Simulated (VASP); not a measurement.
# Cl in VASP: a series of runs

The runs below take Cl through single point, molecular dynamics, with LDA.

Program: VASP 6.6.1. These are calculated values, not measurements. Logs are shortened: lines on timing, memory, paths and dates and some standing lists are left out, and cuts for length are marked.

## Step 1: Starting point

The cell holds a amorphous, 16 atoms: a = 7.830 Å, b = 7.830 Å, c = 7.830 Å, α = 90.00°, β = 90.00°, γ = 90.00°.

The cell was built by a generator and needn't be a form met in nature.

## Step 2: Single point, LDA

File INCAR:

```
SYSTEM = Cl
PREC = Accurate
ENCUT = 520
EDIFF = 1E-7
ISMEAR = -1
SIGMA = 0.02
LREAL = Auto
LASPH = .TRUE.
NELM = 100
ALGO = Normal
ISIF = 2
LWAVE = .FALSE.
LCHARG = .FALSE.
NBANDS = 70
```

File KPOINTS:

```
regular mesh
0
G
  1 1 1
  0 0 0
```

File POSCAR:

```
Cl
1.0
    7.8297350000      0.0000000000      0.0000000000
    0.0000000000      7.8297350000      0.0000000000
    0.0000000000      0.0000000000      7.8297350000
Cl
16
Direct
    0.2990778104      0.5440286293      0.6849401672
    0.0993647933      0.3651209141      0.6260620570
    0.1916923114     -0.0866185126      0.6295998524
    0.3088227124     -0.0209968792      0.3883911780
    0.3825416824      0.1638752780      0.9366983685
    0.2172359601     -0.0321466818      1.0121032193
    0.8185079061      0.8346898075      0.0233085794
    1.0053596961      0.7459767157      0.1669660595
    0.6663188473      0.7813929846      0.5650510522
    0.7036636617      0.5224314744      0.6181435259
    0.3464485069      0.5241556707      0.2490250309
    0.5161732804      0.6406857959      0.1137586393
    0.6298425170      1.1137030819      0.5807348525
    0.8817922957      1.1132688399      0.6096119473
    0.8372441724      0.3125648569      0.1462757041
    1.0646209610      0.2970598622      0.0198218714
```

Potentials or basis: VASP PAW LDA potentials, release 64 (Cl).

Started as:

```
cat potpaw_LDA.64/Cl/POTCAR > POTCAR
mpirun -np 1 vasp_gam > vasp.out
```

OUTCAR:

```text
SYSTEM = Cl
   PREC = Accurate
   ENCUT = 520
   EDIFF = 1E-7
   ISMEAR = -1
   LREAL = Auto
   LASPH = .TRUE.
   NELM = 100
   ISIF = 2

 ion  position               nearest neighbor table
   1  0.299  0.544  0.685-   2 2.15
   2  0.099  0.365  0.626-   1 2.15  14 2.61
   3  0.192  0.913  0.630-   4 2.16
   4  0.309  0.979  0.388-   3 2.16
   5  0.383  0.164  0.937-   6 2.09
   6  0.217  0.968  0.012-   5 2.09
   7  0.819  0.835  0.023-   8 1.97
   8  0.005  0.746  0.167-   7 1.97
   9  0.666  0.781  0.565-  10 2.09  13 2.62
  10  0.704  0.522  0.618-   9 2.09
  11  0.346  0.524  0.249-  12 1.93
  12  0.516  0.641  0.114-  11 1.93
  13  0.630  0.114  0.581-  14 1.99   9 2.62
  14  0.882  0.113  0.610-  13 1.99   2 2.61
  15  0.837  0.313  0.146-  16 2.04
  16  0.065  0.297  0.020-  15 2.04

  LATTYP: Found a simple cubic cell.
 ALAT       =     7.8297350000

  Lattice vectors:

 A1 = (   7.8297350000,   0.0000000000,   0.0000000000)
 A2 = (   0.0000000000,   7.8297350000,   0.0000000000)
 A3 = (   0.0000000000,   0.0000000000,   7.8297350000)

Analysis of symmetry for initial positions (statically):
=====================================================================
 Subroutine PRICEL returns:
 Original cell was already a primitive cell.

 Routine SETGRP: Setting up the symmetry group for a
 simple cubic supercell.

 Subroutine GETGRP returns: Found  1 space group operations
 (whereof  1 operations were pure point group operations)
 out of a pool of 48 trial point group operations.

The static configuration has the point symmetry C_1 .

Analysis of symmetry for dynamics (positions and initial velocities):
=====================================================================
 Subroutine PRICEL returns:
 Original cell was already a primitive cell.

 Routine SETGRP: Setting up the symmetry group for a
 simple cubic supercell.

 Subroutine GETGRP returns: Found  1 space group operations
 (whereof  1 operations were pure point group operations)
 out of a pool of 48 trial point group operations.

The dynamic configuration has the point symmetry C_1 .

 Subroutine INISYM returns: Found  1 space group operations
 (whereof  1 operations are pure point group operations),
 and found     1 'primitive' translations

----------------------------------------------------------------------------------------

                                     Primitive cell

  volume of cell :     479.9999

  direct lattice vectors                    reciprocal lattice vectors
     7.829735000  0.000000000  0.000000000     0.127718243  0.000000000  0.000000000
     0.000000000  7.829735000  0.000000000     0.000000000  0.127718243  0.000000000
     0.000000000  0.000000000  7.829735000     0.000000000  0.000000000  0.127718243

  length of vectors
     7.829735000  7.829735000  7.829735000     0.127718243  0.127718243  0.127718243

  position of ions in fractional coordinates (direct lattice)
     0.299077810  0.544028629  0.684940167
     0.099364793  0.365120914  0.626062057
     0.191692311  0.913381487  0.629599852
     0.308822712  0.979003121  0.388391178
     0.382541682  0.163875278  0.936698368
     0.217235960  0.967853318  0.012103219
[... 8 lines left out ...]
     0.837244172  0.312564857  0.146275704
     0.064620961  0.297059862  0.019821871

  ion indices of the primitive-cell ions
   primitive index   ion index
                 1           1
                 2           2
                 3           3
                 4           4
                 5           5
                 6           6
[... 8 lines left out ...]
                15          15
                16          16

----------------------------------------------------------------------------------------

 KPOINTS: regular mesh

Automatic generation of k-mesh.
 Grid dimensions read from file:
 generate k-points for:    1    1    1

 Generating k-lattice:

  Cartesian coordinates                     Fractional coordinates (reciprocal lattice)
     0.127718243  0.000000000  0.000000000     1.000000000  0.000000000  0.000000000
     0.000000000  0.127718243  0.000000000     0.000000000  1.000000000  0.000000000
     0.000000000  0.000000000  0.127718243     0.000000000  0.000000000  1.000000000

  Length of vectors
     0.127718243  0.127718243  0.127718243

  Shift w.r.t. Gamma in fractional coordinates (k-lattice)
     0.000000000  0.000000000  0.000000000

 Subroutine IBZKPT returns following result:
 ===========================================

 Found      1 irreducible k-points:

 Following reciprocal coordinates:
            Coordinates               Weight
  0.000000  0.000000  0.000000      1.000000
   k-points           NKPTS =      1   k-points in BZ     NKDIM =      1   number of bands    NBANDS=     70
   number of dos      NEDOS =    301   number of ions     NIONS =     16
   total plane-waves  NPLWV = 216000
   dimension x,y,z NGX =    60 NGY =   60 NGZ =   60
   dimension x,y,z NGXF=   120 NGYF=  120 NGZF=  120
   ions per type =              16
   NGX,Y,Z   is equivalent  to a cutoff of  12.74, 12.74, 12.74 a.u.
   NGXF,Y,Z  is equivalent  to a cutoff of  25.48, 25.48, 25.48 a.u.
 SYSTEM =  Cl
   PREC   = accura    normal or accurate (medium, high low for compatibility)
   ISTART =      0    job   : 0-new  1-cont  2-samecut
   ICHARG =      2    charge: 1-file 2-atom 10-const
   ISPIN  =      1    spin polarized calculation?
   LNONCOLLINEAR =      F non collinear calculations
   LSORBIT =      F    spin-orbit coupling
   LASPH  =      T    aspherical Exc in radial PAW
   ENCUT  =  520.0 eV  38.22 Ry    6.18 a.u.  14.56 14.56 14.56*2*pi/ulx,y,z
   NELM   =    100;   NELMIN=  2; NELMDL= -5     # of ELM steps
   EDIFF  = 0.1E-06   stopping-criterion for ELM
   LREAL  =      T    real-space projection
   EDIFFG = 0.1E-05   stopping-criterion for IOM
   NSW    =      0    number of steps for IOM
   IBRION =     -1    ionic relax: 0-MD 1-quasi-New 2-CG
   NFREE  =      0    steps in history (QN), initial steepest desc. (CG)
   ISIF   =      2    stress and relaxation
   ISYM   =      2    0-nonsym 1-usesym 2-fastsym
   POTIM  = 0.5000    time-step for ionic-motion
   TEBEG  =    0.0;   TEEND  =   0.0 temperature during run
   PSTRESS=    0.0 pullay stress
   NELECT =     112.0000    total number of electrons
   NUPDOWN=      -1.0000    fix difference up-down
   EMIN   =  10.00;   EMAX   =-10.00  energy-range for DOS
   EFERMI =   0.00;   METHOD = LEGACY
   ISMEAR =    -1;   SIGMA  =   0.02  broadening in eV -4-tet -1-fermi 0-gaus
   EFERMI_NEDOS =   21; number of points for ismear=-14 and -15
   IALGO  =     38    algorithm
   IMIX   =      4    mixing-type and parameters
     AMIX     =   0.40;   BMIX     =  1.00
     AMIX_MAG =   1.60;   BMIX_MAG =  1.00
  volume/ion in A,a.u.               =      30.00       202.45
  Fermi-wavevector in a.u.,A,eV,Ry     =   1.007861  1.904580 13.820565  1.015783
  Thomas-Fermi vector in A             =   2.140692
   LORBIT       =      0    0 simple, 1 ext, 2 COOP (PROOUT), +10 PAW based schemes
   GGA     = CA    functional components
   LHFCALC =     F    Hartree Fock is set to
   AEXX    =    0.0000 exact exchange contribution
   IVDW    =     0    specifies the selected vdW correction
   LEPSILON=     F    determine dielectric tensor
   LRPA    =     F    only Hartree local field effects (RPA)
 non-spin polarized calculation
  energy-cutoff  :      520.00
  volume of cell :      480.00
 maximum number of plane-waves:      6483
 NGX is ok and might be reduce to    60
   NGX = 29   NGY = 29   NGZ = 29

 number of electron     111.9999999 magnetization

 Free energy of the ion-electron system (eV)
  ---------------------------------------------------
  ext. energy  EPLUGINS =         0.00000000
  ---------------------------------------------------
  free energy    TOTEN  =       -34.56222593 eV

  energy without entropy =      -34.56222593  energy(sigma->0) =      -34.56222593

 E-fermi :  -0.1360     XC(G=0):  -8.0124

 val. band max:       -0.6467412352   @ k =   0.0000   0.0000   0.0000
 cond. band min:       0.8314844222   @ k =   0.0000   0.0000   0.0000
 fundamental gap:      1.4782256575
 Fermi energy:        -0.1360371058

 k-point     1 :       0.0000    0.0000    0.0000
  band No.  band energies     occupation
      1     -18.2214      2.00000
      2     -18.1811      2.00000
      3     -17.8145      2.00000
      4     -17.3196      2.00000
      5     -16.6629      2.00000
      6     -16.5380      2.00000
[... 60 lines left out ...]
     67       6.8075      0.00000
     68       7.0381      0.00000
 [bands above 68 left out]

------------------------ aborting loop because EDIFF is reached ----------------------------------------

  FORCE on cell =-STRESS in cart. coord.  units (eV):
  Direction    XX          YY          ZZ          XY          YZ          ZX
  --------------------------------------------------------------------------------------
  -------------------------------------------------------------------------------------
  Total       -1.7120285     -5.2320375     -5.5981056     -3.8071830     -0.2348866      0.4568018
  in kB       -5.7145283    -17.4638598    -18.6857476    -12.7078811     -0.7840208      1.5247448
  external PRESSURE =     -13.9547119 kB  Pullay stress =       0.0000000 kB

 VOLUME and BASIS-vectors are now :
 -----------------------------------------------------------------------------
  energy-cutoff  :      520.00
  volume of cell :      480.00
      direct lattice vectors                 reciprocal lattice vectors
     7.829735000  0.000000000  0.000000000     0.127718243  0.000000000  0.000000000
     0.000000000  7.829735000  0.000000000     0.000000000  0.127718243  0.000000000
     0.000000000  0.000000000  7.829735000     0.000000000  0.000000000  0.127718243

 POSITION                                       TOTAL-FORCE (eV/Angst)
 -----------------------------------------------------------------------------------
      2.34170      4.25960      5.36290        -1.058885     -1.155419     -0.399135
      0.77800      2.85880      4.90190         1.009675      1.011133      0.155078
      1.50090      7.15154      4.92960         1.102891      0.911116     -0.922368
      2.41800      7.66534      3.04100        -1.289097     -0.537882      1.039083
      2.99520      1.28310      7.33410        -0.687510     -0.734074      0.055529
      1.70090      7.57804      0.09476         1.380358     -0.179413     -0.028640
[... 8 lines left out ...]
      6.55540      2.44730      1.14530         0.527302      0.038358     -0.301026
      0.50597      2.32590      0.15520        -1.120759      0.665955      0.590553
 -----------------------------------------------------------------------------------
    total drift:                               -0.001164     -0.000617     -0.000986

  FREE ENERGIE OF THE ION-ELECTRON SYSTEM (eV)
  ---------------------------------------------------
  free  energy   TOTEN  =       -34.5622259349 eV

  energy  without entropy=      -34.5622259349  energy(sigma->0) =      -34.56222593
```

Run time: 46 s. Hardware: 1 thread of Intel Xeon Platinum 8488C (Sapphire Rapids), shared host; peak memory 0.32 GiB.

What came out:

```yaml
Free_energy: -34.5622 eV
Pressure: -1.4 GPa
Largest_force: 1.741 eV/Å
Band_gap_on_the_k_mesh: 1.48 eV, direct
```

Forces on the atoms (eV/Å):
```
Cl  -1.059 -1.155 -0.399
Cl   1.010  1.011  0.155
Cl   1.103  0.911 -0.922
Cl  -1.289 -0.538  1.039
Cl  -0.688 -0.734  0.056
Cl   1.380 -0.179 -0.029
Cl  -0.408  0.154 -0.241
Cl   0.431 -0.185 -0.117
Cl  -0.146 -0.620  0.503
Cl  -0.232  0.131 -0.418
Cl  -1.008 -0.368  0.635
Cl   0.962  0.471 -0.505
Cl  -0.523  0.596 -0.220
Cl   1.061 -0.200  0.174
Cl   0.527  0.038 -0.301
Cl  -1.121  0.666  0.591
```

Levels at points of the mesh, in eV from the valence-band top:
```csv
k point,band 53,band 54,band 55,band 56,band 57,band 58,band 59,band 60
"(0.00, 0.00, 0.00)",-0.29,-0.13,-0.02,0.00,1.48,1.68,1.83,2.12
```

Expect the measured gap to be larger: semilocal functionals such as LDA lack the derivative discontinuity.

(Part 1 of 2 ends here.)
